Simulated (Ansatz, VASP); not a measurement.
## Mn3Sn in VASP and in Ansatz

```xyz
4
Lattice="0.0000 3.0605 3.0605 3.0605 0.0000 3.0605 3.0605 3.0605 0.0000" Properties=species:S:1:pos:R:3 pbc="T T T"
Mn    4.5907    4.5907    4.5907
Mn    1.5302    1.5302    1.5302
Mn    3.0605    3.0605    3.0605
Sn    0.0000    0.0000    0.0000
```

Alike in both runs: task single point; functional PBE; k mesh 6 × 6 × 6; occupations gaussian, width 0.1 eV; collinear spin.

|  | VASP | Ansatz |
| --- | --- | --- |
| version | VASP 6.6.1 | Ansatz 0.2.0 |
| potentials or method | VASP PAW PBE potentials, release 64 (Mn_pv, Sn_d) | scalar-relativistic, plane waves, PAW |
| plane-wave cutoff (eV) | 520 | 420 |
| valence electrons in the cell | 53 | 59 |

Ansatz gave:

* gap on the k mesh at the Fermi level (eV): none
* pressure (GPa): 0.8
* net moment per atom (μB): 1.77
* size of the moment on the site where the two differ most (μB): 0.06

Problem. Estimate VASP's values.

Solution. gap on the k mesh at the Fermi level (eV): none; pressure (GPa): 0.9; net moment per atom (μB): 1.78; size of the moment on the site where the two differ most (μB): 0.11.

Site moments also hang on the region over which each program counts them. A gap of «none» marks a metal or a gap that the smearing closes. The two sets of potentials don't hold the same shells in valence.
